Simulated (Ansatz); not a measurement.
# CdTe: how the settings move a single-point run

Aim: see which settings change the result for CdTe, by how much, and at what cost. The cell is built on a prototype (rocksalt) and needn't be the phase found in nature.

Program: Ansatz 0.2.0. Level of theory: reference: DFT, HSE06, plane waves, PAW. These are calculated values, not measurements.

4 further runs of the same task are left out: 1 for a known fault of the program, 3 that didn't finish.

## Step 1: Starting point

It takes space group Fm-3m (No. 225, cubic). The conventional cell has a = 6.089 Å, b = 6.089 Å, c = 6.089 Å, α = 90.00°, β = 90.00°, γ = 90.00°. Around Cd (site symmetry m-3m) lie 6 Te at 3.04 Å. Te (site symmetry m-3m) is surrounded by 6 Cd at 3.04 Å.

As a file:

```
Cd Te
1.0
     0.00000    3.04436    3.04436
     3.04436    0.00000    3.04436
     3.04436    3.04436    0.00000
Cd Te
1 1
Direct
  0.00000 0.00000 0.00000
  0.50000 0.50000 0.50000
```

## Step 2: Baseline

File input.yaml:

```yaml
crystal:
  lattice:
    - [0.0, 3.0443556759, 3.0443556759]
    - [3.0443556759, 0.0, 3.0443556759]
    - [3.0443556759, 3.0443556759, 0.0]
  atoms:
    - { symbol: Cd, position: [0.0, 0.0, 0.0] }
    - { symbol: Te, position: [0.5, 0.5, 0.5] }
kpoints:
  mp_grid: { grid: [4, 4, 4] }
hamiltonian:
  xc: hse06
scf:
  occupations: { method: fermi_dirac, width: 0.02 }
  n_extra_bands: 4
output:
  forces: true
  stress: true
  eigenvalues: true
```

The run is started by

```
$ ansatz run input.yaml --threads 4 --pin off --max-ram 3686MiB --backend cpu --events-out ev --progress --plain --runs-dir out
```

The log of the run, cut to the lines that bear on the results:

```text
Warning: output.stress: scf.convergence.dr2_threshold = 1e-7 eV (the SCF's general default) is looser than the 2e-10 eV advised for a printed stress (1e-10 eV for each atom of the cell: 2). What an SCF threshold leaves in a stress goes as its square root, and in the free energy as the [...]
Warning: output.stress: scf.exx.energy_threshold = 1e-6 eV is looser than the 2e-8 eV advised for a stress under a hybrid functional (1e-8 eV for each atom of the cell: 2). Every SCF of the exchange loop can meet its threshold on dr2 while the loop round them stops early: no threshold on [...]
Warning: RAYON_NUM_THREADS=4 ignored (pool sized by the plan → 4); use --threads N
scf.n_extra_bands = 4 over 18 filled bands (N_el = 36.0): the run solves 22 bands
[...]
Pseudopotentials: kind: paw
Pseudopotential: Cd, paw, valence charge 20, recommended cutoff 420 eV (normal), Cd.paw.azcp
Pseudopotential: Te, paw, valence charge 16, recommended cutoff 420 eV (normal), Te.paw.azcp
Functional definition: HSE06
[...]
Crystal: 2 atoms, lattice volume = 56.431 Å³
Basis set: ecut = 420 eV, 1067 PW (Γ), exchange–correlation on 60×60×60 points (8 copies of the dense FFT grid, shifted against one another)
Bands: 22, of which v1, the nominal top of the filled ones, is band 18 counted from 1 (17 counted from 0)
Symmetry: 48 space group operations
Space group: Fm-3m (ITA 225), of the structure as read, at distance tolerance 3.8e-5 Å
k-points: 8 of 64
[...]
SCF iter   1: F=—  HF=-15234.886304 eV  |F-HF|=—  |Δ(HF+E_count)|=         —  Δρ=1.48e-3  dr2=1.91e-3  ethr=1.77e-3  ⟨swp⟩=8.8  Hψ=727  notcnv=0
[...]
Frozen-core exchange: fock
[...]
SCF 2 stopped early in 4 iterations: F = -15243.129820 eV  dr2 = 5.99e-6
hybrid outer 1: dexx = +9.738e-3 eV, tail = 8.65e-5 eV
[...]
Frozen-core exchange: fock
[...]
SCF iter   4: F=-15243.129903 eV  HF=-15243.129903 eV  |F-HF|=1.29e-9  |Δ(HF+E_count)|=   5.02e-9  Δρ=2.96e-6  dr2=1.63e-9  ethr=2.92e-11  ⟨swp⟩=3.8  Hψ=385  notcnv=0  defer=1
[...]
hybrid outer 2: dexx = +3.087e-7 eV, tail = 2.45e-8 eV, Δε = 4.14e-3 eV (about 1.33e-4 eV left of the loop's levels)
hybrid SCF converged: 2 outer / 8 inner (+6 warm-up), last move |dexx| = 3.09e-7 eV, tail = 2.45e-8 eV
Stability not checked: this state was not tested for a lower state beside it, because the functional holds exact exchange (a hybrid, or Hartree-Fock), whose exchange loop this test does not read (fock_operator; see scf.lower_state_search)
Free energy (F): -15243.129903 eV
Frozen-core exchange: fock
[...]
E sigma→0 (E₀):  -15243.128245 eV
Entropy (-TS):   -0.003316 eV (-1.658 meV/atom)
Fermi energy:    9.780775 eV
[...]
--- Forces (eV/Å), atoms counted from 1 ---
  atom   1  Cd     0.00000000    -0.00000000    -0.00000000
  atom   2  Te     0.00000000    -0.00000000     0.00000000
[...]
--- Stress (GPa, compression-positive) ---
        0.112292       0.000000      -0.000000
        0.000000       0.112292       0.000000
       -0.000000       0.000000       0.112292
  P = ⅓ Tr σ = 0.1123 GPa (1.123 kbar)
--- Band table (eV; the first three rows and the last of 8) ---
  k-point 0: bands = ["-97.9364", "-57.6595", "-57.6595", "-57.6595", "-28.6440", "-28.6440", "-28.6350", "-28.6350", "-28.6350", "-2.9197", "-0.0487", "-0.0487", "0.0052", "0.0052", "0.0052", "9.3125", "9.3125", "9.3125", "10.9777", "17.7299", "17.7299", "17.7299"]
[...]
```

Run time: 6.3 s. Hardware: 4 threads of an x86-64 CPU, shared host; peak memory 0.84 GiB.

## Step 3: Changed: mp_grid.grid [6, 6, 6], xc pbesol, accuracy low

input.yaml, as its differences from that of step 2:

```diff
@@ -9,5 +9,5 @@
 kpoints:
-  mp_grid: { grid: [4, 4, 4] }
+  mp_grid: { grid: [6, 6, 6] }
 hamiltonian:
-  xc: hse06
+  xc: pbesol
 scf:
@@ -19 +19,2 @@
   eigenvalues: true
+accuracy: low
```

The run is started by

```
$ ansatz run input.yaml --threads 4 --pin off --max-ram 3686MiB --backend cpu --events-out ev --progress --plain --runs-dir out
```

The log of the run, cut to the lines that bear on the results:

```text
Warning: RAYON_NUM_THREADS=4 ignored (pool sized by the plan → 4); use --threads N
scf.n_extra_bands = 4 over 18 filled bands (N_el = 36.0): the run solves 22 bands
[...]
Pseudopotentials: kind: paw
Pseudopotential: Cd, paw, valence charge 20, recommended cutoff 420 eV (normal), Cd.paw.azcp
Pseudopotential: Te, paw, valence charge 16, recommended cutoff 420 eV (normal), Te.paw.azcp
Functional definition: PBEsol
[...]
Crystal: 2 atoms, lattice volume = 56.431 Å³
Basis set: ecut = 420 eV, 1067 PW (Γ), exchange–correlation on 60×60×60 points (8 copies of the dense FFT grid, shifted against one another)
Bands: 22, of which v1, the nominal top of the filled ones, is band 18 counted from 1 (17 counted from 0)
Symmetry: 48 space group operations
Space group: Fm-3m (ITA 225), of the structure as read, at distance tolerance 3.8e-5 Å
k-points: 16 of 216
[...]
SCF iter   1: F=—  HF=-15086.056184 eV  |F-HF|=—  |Δ(HF+E_count)|=         —  Δρ=4.07e-3  dr2=9.88e-3  ethr=1.77e-3  ⟨swp⟩=6.1  Hψ=1644  notcnv=0
[...]
SCF iter   6: F=-15086.052851 eV  HF=-15086.052851 eV  |F-HF|=7.87e-9  |Δ(HF+E_count)|=   3.04e-7  Δρ=4.38e-6  dr2=6.93e-9  ethr=2.78e-10  ⟨swp⟩=5.4  Hψ=1440  notcnv=0
[...]
SCF converged after 6 iterations
Free energy (F): -15086.052851 eV
[...]
E sigma→0 (E₀):  -15086.051856 eV
Entropy (-TS):   -0.001988 eV (-0.994 meV/atom)
Fermi energy:    10.109602 eV
[...]
--- Forces (eV/Å), atoms counted from 1 ---
  atom   1  Cd    -0.00000000     0.00000000     0.00000000
  atom   2  Te     0.00000000    -0.00000000    -0.00000000
[...]
--- Stress (GPa, compression-positive) ---
       -2.153895       0.000000       0.000000
       -0.000000      -2.153895       0.000000
        0.000000      -0.000000      -2.153895
  P = ⅓ Tr σ = -2.1539 GPa (-21.539 kbar)
--- Band table (eV; the first three rows and the last of 16) ---
[... band rows left out ...]
[...]
```

Wall time 0.52 s (4 threads of an x86-64 CPU, shared host); peak memory 0.37 GiB.

A change of functional puts the total energy on another scale; the pressure goes from 0.1 to -2.2 GPa. The k-point mesh and accuracy level changed too. Cost: 6 SCF cycles against 14, 0.52 s against 6.3 s.

## Step 4: Changed: exchange pbe, correlation pbe, coeff 0.5, omega 0.2078

input.yaml, as its differences from that of step 2:

```diff
@@ -11,3 +11,6 @@
 hamiltonian:
-  xc: hse06
+  xc:
+    exchange: pbe
+    correlation: pbe
+    exx: { coeff: 0.5, omega: 0.2078 }
 scf:
```

The run is started by

```
$ ansatz run input.yaml --threads 4 --pin off --max-ram 3686MiB --backend cpu --events-out ev --progress --plain --runs-dir out
```

The log of the run, cut to the lines that bear on the results:

```text
Warning: output.stress: scf.convergence.dr2_threshold = 1e-7 eV (the SCF's general default) is looser than the 2e-10 eV advised for a printed stress (1e-10 eV for each atom of the cell: 2). What an SCF threshold leaves in a stress goes as its square root, and in the free energy as the [...]
Warning: output.stress: scf.exx.energy_threshold = 1e-6 eV is looser than the 2e-8 eV advised for a stress under a hybrid functional (1e-8 eV for each atom of the cell: 2). Every SCF of the exchange loop can meet its threshold on dr2 while the loop round them stops early: no threshold on [...]
Warning: RAYON_NUM_THREADS=4 ignored (pool sized by the plan → 4); use --threads N
scf.n_extra_bands = 4 over 18 filled bands (N_el = 36.0): the run solves 22 bands
[...]
Pseudopotentials: kind: paw
Pseudopotential: Cd, paw, valence charge 20, recommended cutoff 420 eV (normal), Cd.paw.azcp
Pseudopotential: Te, paw, valence charge 16, recommended cutoff 420 eV (normal), Te.paw.azcp
Functional definition: unnamed
[...]
Crystal: 2 atoms, lattice volume = 56.431 Å³
Basis set: ecut = 420 eV, 1067 PW (Γ), exchange–correlation on 60×60×60 points (8 copies of the dense FFT grid, shifted against one another)
[...]
Frozen-core exchange: fock
[...]
SCF iter   2: F=-15251.522546 eV  HF=-15251.522546 eV  |F-HF|=4.37e-11  |Δ(HF+E_count)|=  8.73e-11  Δρ=7.55e-7  dr2=2.08e-10  ethr=3.30e-12  ⟨swp⟩=4.0  Hψ=482  notcnv=0
[...]
hybrid outer 4: dexx = +2.005e-9 eV, tail = 6.57e-10 eV, Δε = 2.47e-4 eV (about 3.18e-5 eV left of the loop's levels), ΔF = 4.43e-29 eV/Å (tail 3.59e-29)
hybrid SCF converged: 4 outer / 19 inner (+7 warm-up), last move |dexx| = 2.00e-9 eV, tail = 6.57e-10 eV
Stability not checked: this state was not tested for a lower state beside it, because the functional holds exact exchange (a hybrid, or Hartree-Fock), whose exchange loop this test does not read (fock_operator; see scf.lower_state_search)
Free energy (F): -15251.522546 eV
Frozen-core exchange: fock
[...]
E sigma→0 (E₀):  -15251.520873 eV
Entropy (-TS):   -0.003347 eV (-1.673 meV/atom)
Fermi energy:    9.301012 eV
[...]
--- Forces (eV/Å), atoms counted from 1 ---
  atom   1  Cd     0.00000000    -0.00000000    -0.00000000
  atom   2  Te    -0.00000000     0.00000000     0.00000000
[...]
--- Stress (GPa, compression-positive) ---
       -0.930996       0.000000       0.000000
        0.000000      -0.930996      -0.000000
       -0.000000      -0.000000      -0.930996
  P = ⅓ Tr σ = -0.9310 GPa (-9.310 kbar)
--- Band table (eV; the first three rows and the last of 8) ---
[... band rows left out ...]
[...]
```

It took 7.5 s on 4 threads of an x86-64 CPU, shared host; peak memory 0.85 GiB.

A change of functional puts the total energy on another scale; the pressure goes from 0.1 to -0.9 GPa. At this fixed cell a lower pressure means that this functional prefers a smaller volume than the reference.

## Step 5: Changed: q_mesh [2, 2, 2]

input.yaml, as its differences from that of step 2:

```diff
@@ -15,2 +15,3 @@
   n_extra_bands: 4
+  exx: { q_mesh: [2, 2, 2] }
 output:
```

The run is started by

```
$ ansatz run input.yaml --threads 4 --pin off --max-ram 3686MiB --backend cpu --events-out ev --progress --plain --runs-dir out
```

The log of the run, cut to the lines that bear on the results:

```text
Warning: scf.exx.q_mesh [2, 2, 2] is not taken up, since a mesh coarser than the k-mesh can give wrong forces and states. The exchange is summed over the k-mesh [4, 4, 4], as with the key left out
Warning: output.stress: scf.convergence.dr2_threshold = 1e-7 eV (the SCF's general default) is looser than the 2e-10 eV advised for a printed stress (1e-10 eV for each atom of the cell: 2). What an SCF threshold leaves in a stress goes as its square root, and in the free energy as the [...]
Warning: output.stress: scf.exx.energy_threshold = 1e-6 eV is looser than the 2e-8 eV advised for a stress under a hybrid functional (1e-8 eV for each atom of the cell: 2). Every SCF of the exchange loop can meet its threshold on dr2 while the loop round them stops early: no threshold on [...]
Warning: RAYON_NUM_THREADS=4 ignored (pool sized by the plan → 4); use --threads N
scf.n_extra_bands = 4 over 18 filled bands (N_el = 36.0): the run solves 22 bands
[...]
Pseudopotentials: kind: paw
Pseudopotential: Cd, paw, valence charge 20, recommended cutoff 420 eV (normal), Cd.paw.azcp
Pseudopotential: Te, paw, valence charge 16, recommended cutoff 420 eV (normal), Te.paw.azcp
Functional definition: HSE06
[...]
Crystal: 2 atoms, lattice volume = 56.431 Å³
[...]
Frozen-core exchange: fock
[...]
SCF 2 stopped early in 4 iterations: F = -15243.129820 eV  dr2 = 5.99e-6
hybrid outer 1: dexx = +9.738e-3 eV, tail = 8.65e-5 eV
[...]
Frozen-core exchange: fock
[...]
SCF iter   4: F=-15243.129903 eV  HF=-15243.129903 eV  |F-HF|=1.29e-9  |Δ(HF+E_count)|=   5.02e-9  Δρ=2.96e-6  dr2=1.63e-9  ethr=2.92e-11  ⟨swp⟩=3.8  Hψ=385  notcnv=0  defer=1
[...]
hybrid outer 2: dexx = +3.087e-7 eV, tail = 2.45e-8 eV, Δε = 4.14e-3 eV (about 1.33e-4 eV left of the loop's levels)
hybrid SCF converged: 2 outer / 8 inner (+6 warm-up), last move |dexx| = 3.09e-7 eV, tail = 2.45e-8 eV
Stability not checked: this state was not tested for a lower state beside it, because the functional holds exact exchange (a hybrid, or Hartree-Fock), whose exchange loop this test does not read (fock_operator; see scf.lower_state_search)
Free energy (F): -15243.129903 eV
Frozen-core exchange: fock
[...]
E sigma→0 (E₀):  -15243.128245 eV
Entropy (-TS):   -0.003316 eV (-1.658 meV/atom)
Fermi energy:    9.780775 eV
[...]
--- Forces (eV/Å), atoms counted from 1 ---
  atom   1  Cd     0.00000000    -0.00000000    -0.00000000
  atom   2  Te     0.00000000    -0.00000000     0.00000000
[...]
--- Stress (GPa, compression-positive) ---
        0.112292       0.000000      -0.000000
        0.000000       0.112292       0.000000
       -0.000000       0.000000       0.112292
  P = ⅓ Tr σ = 0.1123 GPa (1.123 kbar)
--- Band table (eV; the first three rows and the last of 8) ---
[... band rows left out ...]
[...]
```

Wall time 6 s (4 threads of an x86-64 CPU, shared host); peak memory 0.85 GiB.

The log says that the typed q mesh is not taken up, so this run repeats the reference.

## Step 6: Changed: exchange pbe, correlation pbe, coeff 0.35, omega 0.1

input.yaml, as its differences from that of step 2:

```diff
@@ -11,3 +11,3 @@
 hamiltonian:
-  xc: hse06
+  xc: { exchange: pbe, correlation: pbe, exx: { coeff: 0.35, omega: 0.1 } }
 scf:
```

The run is started by

```
$ ansatz run input.yaml --threads 4 --pin off --max-ram 3686MiB --backend cpu --events-out ev --progress --plain --runs-dir out
```

The log of the run, cut to the lines that bear on the results:

```text
Warning: output.stress: scf.convergence.dr2_threshold = 1e-7 eV (the SCF's general default) is looser than the 2e-10 eV advised for a printed stress (1e-10 eV for each atom of the cell: 2). What an SCF threshold leaves in a stress goes as its square root, and in the free energy as the [...]
Warning: output.stress: scf.exx.energy_threshold = 1e-6 eV is looser than the 2e-8 eV advised for a stress under a hybrid functional (1e-8 eV for each atom of the cell: 2). Every SCF of the exchange loop can meet its threshold on dr2 while the loop round them stops early: no threshold on [...]
Warning: RAYON_NUM_THREADS=4 ignored (pool sized by the plan → 4); use --threads N
scf.n_extra_bands = 4 over 18 filled bands (N_el = 36.0): the run solves 22 bands
[...]
Pseudopotentials: kind: paw
Pseudopotential: Cd, paw, valence charge 20, recommended cutoff 420 eV (normal), Cd.paw.azcp
Pseudopotential: Te, paw, valence charge 16, recommended cutoff 420 eV (normal), Te.paw.azcp
Functional definition: unnamed
[...]
Crystal: 2 atoms, lattice volume = 56.431 Å³
Basis set: ecut = 420 eV, 1067 PW (Γ), exchange–correlation on 60×60×60 points (8 copies of the dense FFT grid, shifted against one another)
[...]
Frozen-core exchange: fock
[...]
SCF iter   8: F=-15246.515168 eV  HF=-15246.515168 eV  |F-HF|=5.72e-9  |Δ(HF+E_count)|=   1.86e-7  Δρ=3.72e-6  dr2=7.99e-9  ethr=1.79e-12 (applied; sched 1.00e-12)  ⟨swp⟩=5.0  Hψ=613  notcnv=0
[...]
hybrid outer 3: dexx = +1.877e-6 eV, tail = 3.23e-8 eV, Δε = 1.01e-2 eV (about 4.12e-4 eV left of the loop's levels)
hybrid SCF converged: 3 outer / 18 inner (+7 warm-up), last move |dexx| = 1.88e-6 eV, tail = 3.23e-8 eV
Stability not checked: this state was not tested for a lower state beside it, because the functional holds exact exchange (a hybrid, or Hartree-Fock), whose exchange loop this test does not read (fock_operator; see scf.lower_state_search)
Free energy (F): -15246.515168 eV
Frozen-core exchange: fock
[...]
E sigma→0 (E₀):  -15246.513514 eV
Entropy (-TS):   -0.003308 eV (-1.654 meV/atom)
Fermi energy:    9.444607 eV
[...]
--- Forces (eV/Å), atoms counted from 1 ---
  atom   1  Cd    -0.00000000     0.00000000     0.00000000
  atom   2  Te    -0.00000000     0.00000000     0.00000000
[...]
--- Stress (GPa, compression-positive) ---
       -0.574002      -0.000000      -0.000000
       -0.000000      -0.574002      -0.000000
        0.000000       0.000000      -0.574002
  P = ⅓ Tr σ = -0.5740 GPa (-5.740 kbar)
--- Band table (eV; the first three rows and the last of 8) ---
[... band rows left out ...]
[...]
```

Run time: 7.1 s. Hardware: 4 threads of an x86-64 CPU, shared host; peak memory 0.85 GiB.

A change of functional puts the total energy on another scale; the pressure goes from 0.1 to -0.6 GPa. At this fixed cell a lower pressure means that this functional prefers a smaller volume than the reference.

## Step 7: All runs together

```
                                                      run     ending   energy change  pressure (GPa)  gap (eV)  force (eV/Å)  cycles    time
                                                reference  converged               -             0.1      0.00          0.00      14   6.3 s
       1: mp_grid.grid [6, 6, 6], xc pbesol, accuracy low  converged  not comparable            -2.2      0.00          0.00       6  0.52 s
2: exchange pbe, correlation pbe, coeff 0.5, omega 0.2078  converged  not comparable            -0.9      0.00          0.00      26   7.5 s
                                      3: q_mesh [2, 2, 2]  converged               -             0.1      0.00          0.00      14     6 s
  4: exchange pbe, correlation pbe, coeff 0.35, omega 0.1  converged  not comparable            -0.6      0.00          0.00      25   7.1 s
```

Residual by cycle in the longest SCF loop of each run; runs are numbered as in the table. The quantity is the density residual dr2, in eV.

```
cycle  reference    run 1   run 2    run 3   run 4
    1    0.00191  0.00988  4.6e-5  0.00191  1.1e-5
    2     2.0e-4  0.00514  3.7e-6   2.0e-4  2.6e-6
    3     2.0e-5   1.9e-4  3.0e-6   2.0e-5  2.5e-6
    4     1.6e-6   9.0e-6  1.3e-6   1.6e-6  7.8e-7
    5     2.4e-8   1.4e-7  7.8e-8   2.4e-8  3.5e-8
    6    9.5e-10   6.9e-9  6.9e-8  9.5e-10  2.8e-8
    7          -        -  2.6e-8        -  2.7e-8
    8          -        -  2.9e-9        -  8.0e-9
```

**Reading.** Of the variants the dearest is «exchange pbe, correlation pbe, coeff 0.5, omega 0.2078» (7.5 s), the cheapest «mp_grid.grid [6, 6, 6], xc pbesol, accuracy low» (0.52 s), on a shared host.
